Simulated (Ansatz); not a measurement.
Crystal: NbAs.

```
Nb As
1.0
    -1.72585    1.72585    5.84000
     1.72585   -1.72585    5.84000
     1.72585    1.72585   -5.84000
Nb As
2 2
Direct
  0.50000 0.00000 0.50000
  0.75000 0.75000 0.00000
  0.91600 0.41600 0.50000
  0.16600 0.16600 0.00000
```

```yaml
Program: Ansatz 0.2.0
Task: single point
Functional: PBEsol
Potentials_or_basis: Ansatz PAW
Cutoff: "420 eV (not typed: the program's choice for these potentials)"
k_mesh: 11 × 11 × 11
Occupations: fermi-dirac, width 0.05 eV
Spin: no spin polarisation
```

On this cell: pressure -2.3 GPa; largest force 0.288 eV/Å; band gap on the k mesh none (metal or under the smearing width).

The same run follows on a disturbed copy (atoms moved at random, drawn with an rms of 0.05 Å):

```
CELL_PARAMETERS angstrom
-1.72585 1.72585 5.84000
1.72585 -1.72585 5.84000
1.72585 1.72585 -5.84000
ATOMIC_POSITIONS crystal
Nb 0.50646 0.99884 0.51287
Nb 0.75111 0.75966 0.00702
As 0.89341 0.42102 0.49657
As 0.15960 0.17012 0.00200
```

Task: What changes?

Result: The energy (extrapolated to zero smearing) moves by +31.0 meV/atom; pressure -1.4 GPa; largest force 1.500 eV/Å; band gap on the k mesh none (metal or under the smearing width).

Forces in eV/Å, atoms in the order of the input:
```
Nb   0.283 -0.924 -0.105
Nb   0.014 -0.007 -1.474
As  -0.347  0.635  1.314
As   0.050  0.296  0.265
```

Stress tensor (GPa, compression positive):
```
-0.75 -0.24  0.21
-0.24 -4.01 -0.52
 0.21 -0.52  0.43
```

Caveats: the PAW data sets come from PBE, with cores solved anew for the run's functional, which leaves a small shift of forces and pressure.
